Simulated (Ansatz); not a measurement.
A crystal relaxed with r2SCAN in Ansatz 0.2.0 has space group I-42d (No. 122) and a = 5.650 Å, c = 11.327 Å.

```json
{"atom": "Xx", "site": "4a", "x": "0.0000", "y": "0.5000", "z": "0.2500"}
{"atom": "Sn", "site": "4b", "x": "0.5000", "y": "0.0000", "z": "0.2500"}
{"atom": "P", "site": "8d", "x": "0.2283", "y": "0.2500", "z": "0.1250"}
```

The r2SCAN gap is direct at Γ: 1.25 eV. HSE06 gives a direct gap of 1.68 eV at Γ. PBE gives a direct gap of 0.83 eV at Γ. Meshes: r2SCAN 6×6×6, HSE06 4×4×4, PBE 6×6×6.

Q: Which element is Xx?
A. Cd
B. Hg
C. Zn
D. Mg

A: C. Xx is Zn: an 8-atom cell of ZnSnP2 (I-42d) from a materials database. Zn is surrounded by 4 P at 2.38 Å; Sn is surrounded by 4 P at 2.52 Å; P is surrounded by 2 Zn at 2.38 Å and 2 Sn at 2.52 Å.

Calculated for a static, non-magnetic cell.

Spin-orbit coupling is left out, which matters wherever the heavy atoms make up the band edges.
